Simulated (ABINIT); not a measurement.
# Sb (I4/mmm) in ABINIT: convergence with cutoff

Aim: find how far cutoff must go before the results for Sb settle, at LDA. This setting moves, with any that are tied to it; all else stays.

All numbers are computed with ABINIT 10.8.3 (patched build); they aren't measurements. Logs are shortened: lines on timing, memory, paths and dates and some standing lists are left out, and cuts for length are marked. The log counts tension as positive stress, the text compression.

**1. The crystal as given**

It takes space group I4/mmm (No. 139, tetragonal). Conventional cell: a = 3.153 Å, b = 3.153 Å, c = 5.424 Å, α = 90.00°, β = 90.00°, γ = 90.00°. Sb (site symmetry 4/mmm) is surrounded by 12 Sb at 3.15 to 3.51 Å.

This isn't the form of Sb at room conditions, which is rhombohedral.

**2. With cutoff 8 Ha**

Input file run.abi:

```
pp_dirpath "./"
pseudos "Sb.LDA_PW-JTH_sp.xml"

acell 3*1.0
rprim
    -2.9792291705     2.9792291705     5.1248209020
     2.9792291705    -2.9792291705     5.1248209020
     2.9792291705     2.9792291705    -5.1248209020
ntypat 1
znucl 51
natom 1
typat 1
xred
     0.0000000000     0.0000000000     0.0000000000

ecut 217.691090 eV
pawecutdg 54.0

kptopt 1
ngkpt 12 12 12
nshiftk 1
shiftk 0.0 0.0 0.0

ixc 7

nband 7
occopt 4
tsmear 0.00183747

nstep 100
tolvrs 1.0e-9

iomode 3
prtwf 0
prtden 0
prteig 0
prtebands 0
```

Potentials or basis: JTH PAW LDA v2.0 sp.

Launch:

```
$ abinit run.abi > log 2>&1
```

It took 2.7 s on 1 thread of AMD EPYC 9R45 (Zen 5), shared host; peak memory 0.09 GiB.

It converged, with:

```
Free energy                                           : -156.3651 eV
Pressure                                              : -2.1 GPa
Band gap on the k mesh                                : none (metal or under the smearing width)
Valence electrons inside the program's atomic spheres : Sb 2.25 (radii [1.2207] Å)
```

**3. With cutoff 10 Ha**

Changes to run.abi since step 2:

```diff
@@ -15,3 +15,3 @@
 
-ecut 217.691090 eV
+ecut 272.113862 eV
 pawecutdg 54.0
```

Potentials or basis: JTH PAW LDA v2.0 sp.

Launch:

```
$ abinit run.abi > log 2>&1
```

Run time: 4 s. Hardware: 1 thread of AMD EPYC 9R45 (Zen 5), shared host; peak memory 0.09 GiB.

The run converged. Its results:

| Item | Value |
| --- | --- |
| Free energy | -156.3713 eV |
| Pressure | -2.2 GPa |
| Band gap on the k mesh | none (metal or under the smearing width) |
| Valence electrons inside the program's atomic spheres | Sb 2.25 (radii [1.2207] Å) |

**4. With cutoff 12 Ha**

Changes to run.abi since step 3:

```diff
@@ -15,3 +15,3 @@
 
-ecut 272.113862 eV
+ecut 326.536635 eV
 pawecutdg 54.0
```

Launch:

```
$ abinit run.abi > log 2>&1
```

Run time: 5.8 s. Hardware: 1 thread of AMD EPYC 9R45 (Zen 5), shared host; peak memory 0.09 GiB.

Results (log left out):

```yaml
Free_energy: -156.3784 eV
Pressure: -2.3 GPa
Band_gap_on_the_k_mesh: none (metal or under the smearing width)
Valence_electrons_inside_the_program's_atomic_spheres: Sb 2.25 (radii [1.2207] Å)
```

**5. With cutoff 14 Ha**

Changes to run.abi since step 4:

```diff
@@ -15,3 +15,3 @@
 
-ecut 326.536635 eV
+ecut 380.959407 eV
 pawecutdg 54.0
```

Launch:

```
$ abinit run.abi > log 2>&1
```

Wall time 5.6 s (1 thread of AMD EPYC 9R45 (Zen 5), shared host); peak memory 0.09 GiB.

The run converged. Its results:

| Item | Value |
| --- | --- |
| Free energy | -156.3832 eV |
| Pressure | -2.3 GPa |
| Band gap on the k mesh | none (metal or under the smearing width) |
| Valence electrons inside the program's atomic spheres | Sb 2.25 (radii [1.2207] Å) |

**6. With cutoff 17 Ha**

Changes to run.abi since step 5:

```diff
@@ -15,3 +15,3 @@
 
-ecut 380.959407 eV
+ecut 462.593566 eV
 pawecutdg 54.0
```

Potentials or basis: JTH PAW LDA v2.0 sp.

Launch:

```
$ abinit run.abi > log 2>&1
```

Wall time 7.5 s (1 thread of AMD EPYC 9R45 (Zen 5), shared host); peak memory 0.1 GiB.

It converged, with:

```
Free energy                                           : -156.3858 eV
Pressure                                              : -2.2 GPa
Band gap on the k mesh                                : none (metal or under the smearing width)
Valence electrons inside the program's atomic spheres : Sb 2.25 (radii [1.2207] Å)
```

**7. With cutoff 20 Ha**

Changes to run.abi since step 6:

```diff
@@ -15,3 +15,3 @@
 
-ecut 462.593566 eV
+ecut 544.227725 eV
 pawecutdg 54.0
```

Launch:

```
$ abinit run.abi > log 2>&1
```

Wall time 12 s (1 thread of AMD EPYC 9R45 (Zen 5), shared host); peak memory 0.11 GiB.

It converged, with:

```yaml
Free_energy: -156.3863 eV
Pressure: -2.2 GPa
Band_gap_on_the_k_mesh: none (metal or under the smearing width)
Valence_electrons_inside_the_program's_atomic_spheres: Sb 2.25 (radii [1.2207] Å)
```

**8. With cutoff 23 Ha**

Changes to run.abi since step 7:

```diff
@@ -15,3 +15,3 @@
 
-ecut 544.227725 eV
+ecut 625.861884 eV
 pawecutdg 54.0
```

Launch:

```
$ abinit run.abi > log 2>&1
```

It took 13 s on 1 thread of AMD EPYC 9R45 (Zen 5), shared host; peak memory 0.12 GiB.

Results (log left out):

```
Free energy                                           : -156.3868 eV
Pressure                                              : -2.3 GPa
Band gap on the k mesh                                : none (metal or under the smearing width)
Valence electrons inside the program's atomic spheres : Sb 2.25 (radii [1.2207] Å)
```

**9. With cutoff 27 Ha**

Changes to run.abi since step 8:

```diff
@@ -15,3 +15,3 @@
 
-ecut 625.861884 eV
+ecut 734.707429 eV
 pawecutdg 54.0
```

Potentials or basis: JTH PAW LDA v2.0 sp.

Launch:

```
$ abinit run.abi > log 2>&1
```

Wall time 15 s (1 thread of AMD EPYC 9R45 (Zen 5), shared host); peak memory 0.13 GiB.

It converged, with:

```
Free energy                                           : -156.3874 eV
Pressure                                              : -2.3 GPa
Band gap on the k mesh                                : none (metal or under the smearing width)
Valence electrons inside the program's atomic spheres : Sb 2.25 (radii [1.2207] Å)
```

**10. With cutoff 32 Ha**

Changes to run.abi since step 9:

```diff
@@ -15,3 +15,3 @@
 
-ecut 734.707429 eV
+ecut 870.764360 eV
 pawecutdg 54.0
```

Potentials or basis: JTH PAW LDA v2.0 sp.

Launch:

```
$ abinit run.abi > log 2>&1
```

run.abo:

```text
.Version 10.8.3 of ABINIT
 Symmetries : space group I4/m m m (#139); Bravais tI (body-center tetrag.)
================================================================================
 Values of the parameters that define the memory need of the present run
     intxc =       0    ionmov =       0      iscf =      17    lmnmax =       8
     lnmax =       4     mgfft =      36  mpssoang =       2    mqgrid =    3001
     natom =       1  nloc_mem =       2    nspden =       1   nspinor =       1
    nsppol =       1      nsym =      16    n1xccc =       1    ntypat =       1
    occopt =       4   xclevel =       1
       mpw =        1597          nfft =       46656          nkpt =         163
 PAW method is used; the additional fine FFT grid is defined by:
   mgfftf=        45    nfftf =     91125
================================================================================
================================================================================

--------------------------------------------------------------------------------
------------- Echo of variables that govern the present computation ------------
--------------------------------------------------------------------------------
 -outvars: echo values of preprocessed input variables --------
            acell      1.0000000000E+00  1.0000000000E+00  1.0000000000E+00 Bohr
              amu      1.21753000E+02
             ecut      3.20000000E+01 Hartree
                       outvar_i_n : Printing only first  50 k-points.
              ixc           7
                       outvar_i_n : Printing only first  50 k-points.
         kptrlatt       12    0    0      0   12    0      0    0   12
          kptrlen      7.15015001E+01
            natom           1
            nband           7
            ngfft          36      36      36
          ngfftdg          45      45      45
             nkpt         163
            nstep         100
             nsym          16
           ntypat           1
                       prtocc : prtvol=0, do not print more k-points.
           occopt           4
        pawecutdg      5.40000000E+01 Hartree
           prtden           0
        prtebands           0
           prteig           0
            prtwf           0
            rprim     -2.9792291705E+00  2.9792291705E+00  5.1248209020E+00
                       2.9792291705E+00 -2.9792291705E+00  5.1248209020E+00
                       2.9792291705E+00  2.9792291705E+00 -5.1248209020E+00
          spgroup         139
           tolvrs      1.00000000E-09
           tsmear      1.83747000E-03 Hartree
            typat      1
           useylm           1
                       outvars : Printing only first  50 k-points.
            znucl       51.00000

================================================================================

 chkinp: Checking input parameters for consistency.

================================================================================
== DATASET  1 ==================================================================

[... 86 lines left out ...]
- [  0.0000E+00,   0.0000E+00,   0.0000E+00, Sb]
cartesian_forces: # hartree/bohr
- [ -0.00000000E+00,  -0.00000000E+00,  -0.00000000E+00, ]
force_length_stats: {min:   0.00000000E+00, max:   0.00000000E+00, mean:   0.00000000E+00, }
...

 Integrated electronic density in atomic spheres:
 ------------------------------------------------
 Atom  Sphere_radius  Integrated_density
    1        2.30676          2.24988550

================================================================================

 ----iterations are completed or convergence reached----

 Mean square residual over all n,k,spin=   14.046E-06; max=  19.190E-04
 reduced coordinates (array xred) for    1 atoms
       0.000000000000      0.000000000000      0.000000000000
 rms dE/dt=  0.0000E+00; max dE/dt=  0.0000E+00; dE/dt below (all hartree)
    1       0.000000000000      0.000000000000      0.000000000000

 cartesian coordinates (angstrom) at end:
    1      0.00000000000000     0.00000000000000     0.00000000000000

 cartesian forces (hartree/bohr) at end:
    1     -0.00000000000000    -0.00000000000000    -0.00000000000000
 frms,max,avg= 0.0000000E+00 0.0000000E+00   0.000E+00  0.000E+00  0.000E+00 h/b

 cartesian forces (eV/Angstrom) at end:
    1     -0.00000000000000    -0.00000000000000    -0.00000000000000
 frms,max,avg= 0.0000000E+00 0.0000000E+00   0.000E+00  0.000E+00  0.000E+00 e/A
 length scales=  1.000000000000  1.000000000000  1.000000000000 bohr
              =  0.529177210544  0.529177210544  0.529177210544 angstroms
 Fermi (or HOMO) energy (hartree) =  -0.73717   Average Vxc (hartree)=  -0.38315
 Eigenvalues (hartree) for nkpt= 163  k points:
 kpt#   1, nband=  7, wtk=  0.00058, kpt=  0.0000  0.0000  0.0000 (reduced coord)
  -1.21557   -0.57217   -0.53945   -0.53945   -0.33734   -0.31509   -0.29073
      occupation numbers for kpt#   1
   2.00000    0.00000    0.00000    0.00000    0.00000    0.00000    0.00000
 prteigrs : prtvol=0 or 1, do not print more k-points.

--- !EnergyTerms
iteration_state     : {dtset: 1, }
comment             : Components of total free energy in Hartree
kinetic             :  1.67434963825352E+00
hartree             :  9.00841426672742E-02
xc                  : -4.08119438086464E+00
Ewald energy        : -6.36206231716328E+00
psp_core            :  5.10248296171393E+00
local_psp           :  2.48204062208633E-01
PAW spherical_terms : -2.41901976989182E+00
internal            : -5.74715566307638E+00
'-kT*entropy'       :  3.86775967880036E-07
total_energy        : -5.74715527630042E+00
total_energy_eV     : -1.56388062039038E+02
...

--- !EnergyTermsDC
iteration_state     : {dtset: 1, }
comment             : '"Double-counting" decomposition of free energy'
band_energy         : -4.67972498677681E+00
Ewald energy        : -6.36206231716328E+00
psp_core            :  5.10248296171393E+00
xc_dc               : -1.80736817715995E+00
PAW spherical_terms :  1.99953447541769E+00
internal            : -5.74713804396843E+00
'-kT*entropy'       :  3.86775967880036E-07
total_energy_dc     : -5.74713765719246E+00
total_energy_dc_eV  : -1.56387582598686E+02
...

--- !EnergyTermsWithPAWCore
iteration_state     : {dtset: 1, }
comment             : 'Components of total free energy, including PAW core contributions'
Total energy        : -6.47613427849234E+03
Total energy DC     : -6.47613426087323E+03
Total energy (eV)   : -1.76224591232893E+05
Total energy DC (eV): -1.76224590753452E+05
...

 Cartesian components of stress tensor (hartree/bohr^3)
  sigma(1 1)=  7.54057856E-05  sigma(3 2)=  0.00000000E+00
  sigma(2 2)=  7.54057856E-05  sigma(3 1)=  0.00000000E+00
  sigma(3 3)=  7.88887478E-05  sigma(2 1)=  0.00000000E+00

-Cartesian components of stress tensor (GPa)         [Pressure= -2.2527E+00 GPa]
- sigma(1 1)=  2.21851481E+00  sigma(3 2)=  0.00000000E+00
- sigma(2 2)=  2.21851481E+00  sigma(3 1)=  0.00000000E+00
- sigma(3 3)=  2.32098709E+00  sigma(2 1)=  0.00000000E+00

== END DATASET(S) ==============================================================
================================================================================

 -outvars: echo values of variables after computation  --------
            acell      1.0000000000E+00  1.0000000000E+00  1.0000000000E+00 Bohr
           etotal     -5.7471376572E+00
            fcart     -0.0000000000E+00 -0.0000000000E+00 -0.0000000000E+00
            rprim     -2.9792291705E+00  2.9792291705E+00  5.1248209020E+00
                       2.9792291705E+00 -2.9792291705E+00  5.1248209020E+00
                       2.9792291705E+00  2.9792291705E+00 -5.1248209020E+00
           strten      7.5405785598E-05  7.5405785598E-05  7.8888747755E-05
                       0.0000000000E+00  0.0000000000E+00  0.0000000000E+00
 Calculation completed.
```

It took 20 s on 1 thread of AMD EPYC 9R45 (Zen 5), shared host; peak memory 0.15 GiB.

What came out:

- Free energy: -156.3876 eV
- Pressure: -2.3 GPa
- Band gap on the k mesh: none (metal or under the smearing width)
- Valence electrons inside the program's atomic spheres: Sb 2.25 (radii [1.2207] Å)

**11. The series at a glance**

```
cutoff  energy less the tightest run (meV/atom)  pressure (GPa)  SCF cycles  CPU time (s)  peak memory (GiB)
  8 Ha                                    22.46           -2.11           7           2.7               0.09
 10 Ha                                    16.24           -2.17           8           3.9               0.09
 12 Ha                                     9.23           -2.26           8           5.7               0.09
 14 Ha                                     4.42           -2.28           7           5.5               0.09
 17 Ha                                     1.78           -2.25           7           7.4                0.1
 20 Ha                                     1.28           -2.24           8            12               0.11
 23 Ha                                     0.81           -2.25           8            13               0.12
 27 Ha                                     0.21           -2.26           8            15               0.13
 32 Ha                                     0.00           -2.25           8            20               0.15
```

Against the tightest run, the energy stays within 1 meV/atom from 23 Ha on; the pressure stays within 0.1 GPa from 10 Ha on. The tightest run that finished is the yardstick and may itself not be fully converged.

Caveats: this set keeps more shells in the core, which shifts pressures and gaps.
